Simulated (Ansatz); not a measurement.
## Relaxing Pt in the sc type

First guess:

```
CELL_PARAMETERS angstrom
2.62842 0.00000 0.00000
0.00000 2.62842 0.00000
0.00000 0.00000 2.62842
ATOMIC_POSITIONS crystal
Pt 0.00000 0.00000 0.00000
```

These are results of Ansatz 0.2.0, DFT, PBE, PAW with Ansatz's default frozen-core files, scalar-relativistic, not measurements.

Cell and atoms relax within the symmetry of the start on a 12×12×12 k mesh with 0.08 eV Fermi–Dirac smearing.

The start is built from a prototype, known or not as a phase of this compound; the cutoff is 420 eV.

Spin–orbit coupling is left out, though it moves levels of the heavy atoms by tenths of an eV or more.

Q: What is the pressure of the first guess?

A: -0.74 GPa.

Q: What does it relax to?

A: a = 2.625 Å, b = 2.625 Å, c = 2.625 Å, α = 90.00°, β = 90.00°, γ = 90.00° (conventional cell), 18.09 Å³ per atom:
Space group Pm-3m (No. 221). a = 2.625 Å, b = 2.625 Å, c = 2.625 Å, α = 90.00°, β = 90.00°, γ = 90.00°
```csv
atom,site,symmetry,x,y,z
Pt,1a,m-3m,0.0000,0.0000,0.0000
```

Q: How much energy does the relaxation release?

A: 0 meV/atom.
